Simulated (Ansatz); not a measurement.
**Is this GaSb₃ stable against decomposition?**

Theory: DFT PBE, scalar-relativistic, plane waves, PAW in Ansatz. Settings: cutoff 420 eV, Γ-centred meshes spaced at most about 0.3 Å⁻¹, and about 0.25 Å⁻¹ or finer for metals (2π included), Gaussian smearing. No spin polarisation.

The zero of energy is the elements' standard structures at the same level; no fitted shifts are applied.

Temperature and zero-point effects are left out. Spin–orbit coupling, which can matter for Sb, is left out.

The competitors are the elements and 2 reference phases of this chemical system (from databases or known types: GaSb, GaSb3), relaxed at the same level; other known phases may be missing.

The candidate was reached from: random cell.

```
Ga Sb
1.0
     3.02174   -3.16845    0.00000
     3.02174    3.16845    0.00000
     0.00000    0.00000    5.64442
Ga Sb
1 3
Direct
  0.50000 0.50000 0.00000
  0.75044 0.24956 0.50000
  0.24956 0.75044 0.50000
  0.00000 0.00000 0.00000
```

**Question.** Into what would it decompose?

**Answer.** Its formation energy is 0.115 eV/atom. The lowest competing mixture at this composition is this:

```csv
phase,space group,source,share of atoms,ΔE_f (eV/atom)
Sb,-,element,0.5000,-0.0015
GaSb,F-43m (No. 216),Materials Project,0.5000,-0.166
```

The lowest database cell of Sb (-0.0015) lies slightly below the reference, hence the non-zero entry.

The mixture lies at -0.084 eV/atom, and the candidate lies 199 meV/atom above it. The candidate matches no cell in the subsets of the Crystallography Open Database and the Materials Project at hand. It is metastable at best. Whether it is a true minimum wasn't tested by phonons. It holds Sb–Sb nets (shortest 3.02 Å).
